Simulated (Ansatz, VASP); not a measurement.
## Two plane-wave programs on AlNi

```
Al Ni
1.0
     2.99624    0.00000    0.00000
     0.00000    2.99624    0.00000
     0.00000    0.00000    2.65052
Al Ni
1 1
Direct
  0.00000 0.00000 0.00000
  0.50000 0.50000 0.50000
```

Change from the starting cell: strain +0.040 along x and y, -0.080 along z, atoms carried along.

Alike in both runs: task single point; functional PBE; k mesh 16 × 16 × 16; occupations gaussian, width 0.15 eV; no spin polarisation.

|  | VASP | Ansatz |
| --- | --- | --- |
| version | VASP 6.6.1 | Ansatz 0.2.0 |
| potentials or method | VASP PAW PBE potentials, release 64 (Al, Ni) | scalar-relativistic, plane waves, PAW |
| plane-wave cutoff (eV) | 520 | 420 |
| valence electrons in the cell | 13 | 21 |

Ansatz gave:

| Property | Result |
| --- | --- |
| gap on the k mesh at the Fermi level (eV) | none |
| pressure (GPa) | 4.0 |
| largest component of the traceless stress (GPa) | 9.25 |

What did VASP give for the same quantities?

gap on the k mesh at the Fermi level (eV): none; pressure (GPa): 4.1; largest component of the traceless stress (GPa): 9.40.

A gap of «none» marks a metal or a gap that the smearing closes. The functional is the same, so the differences come from potentials, cutoffs and numerics. The two sets of potentials don't hold the same shells in valence.

Spin polarisation is off, so any magnetic state and its effect on volume and gap are missing.
